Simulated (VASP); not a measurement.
Wanted: the native input for a VASP 6.6.1 run.

- Task: relaxation of cell and atoms
- Functional: PBE
- Potentials or basis: VASP PAW PBE potentials, release 64 (Nb_sv, Si)
- Cutoff: 600 eV
- k mesh: 9 × 9 × 6
- Occupations: methfessel-paxton, width 0.1 eV
- Spin: no spin polarisation
- Further INCAR settings: ALGO = Normal; EDIFF = 1e-06; IBRION = 2; EDIFFG = -0.01; NSW = 90; ISIF = 3

The structure of NbSi2 lies in POSCAR:

```
NbSi2
1.0
    4.8190000000      0.0000000000      0.0000000000
   -2.4095000000      4.1733764208      0.0000000000
    0.0000000000      0.0000000000      6.5920000000
Nb Si
3 6
Direct
    0.5000000000      0.0000000000      0.5000000000
    0.5000000000      0.5000000000      0.8333333333
    0.0000000000      0.5000000000      0.1666666667
    0.1599000000      0.3198000000      0.5000000000
    0.8401000000      0.1599000000      0.8333333333
    0.6802000000      0.8401000000      0.1666666667
    0.8401000000      0.6802000000      0.5000000000
    0.1599000000      0.8401000000      0.8333333333
    0.3198000000      0.1599000000      0.1666666667
```

These files were run (other wordings do the same):

INCAR

```
SYSTEM = NbSi2
PREC     = Accurate       ! precision mode
ENCUT    = 600            ! plane-wave cutoff, eV
EDIFF    = 1E-6           ! SCF threshold, eV
ISMEAR   = 1              ! smearing method
SIGMA    = 0.1            ! smearing width, eV
LREAL    = .False.        ! projectors in reciprocal space
LASPH    = .True.         ! aspherical terms in the spheres
NELM     = 80             ! most SCF steps
ALGO     = Normal         ! electronic algorithm
ISIF     = 3              ! what is computed and relaxed
LWAVE    = .False.        ! write WAVECAR
LCHARG   = .False.        ! write CHGCAR
GGA      = PE             ! functional
IBRION   = 2              ! ionic algorithm
NSW      = 90             ! ionic steps
EDIFFG   = -0.01          ! ionic threshold
KPAR     = 4
```

KPOINTS

```
Automatic mesh
0
Gamma
  9 9 6
  0 0 0
```

Potentials or basis: VASP PAW PBE potentials, release 64 (Nb_sv, Si).

Launch:

```console
$ cat potpaw_PBE.64/Nb_sv/POTCAR potpaw_PBE.64/Si/POTCAR > POTCAR
$ mpirun -np 4 vasp_std > vasp.out
```

Results of the run:

The relaxed volume is 14.73 Å³/atom, the relaxed cell is a = 4.811 Å, b = 4.811 Å, c = 6.611 Å, α = 90.00°, β = 90.00°, γ = 120.00° and the space group after relaxing (to 0.05 Å) is P6_222 (No. 180). The energy gained by relaxing is 0.4 meV/atom. The ionic steps are 6 and the pressure after relaxing is -0.1 GPa. The largest force after relaxing is 0.003 eV/Å. The band gap on the k mesh is none (metal or under the smearing width).

It took 2.8 min on 4 MPI ranks on AMD EPYC 9R45 96-Core Processor (Zen 5) (shared host), peak memory 0.42 GiB a rank.
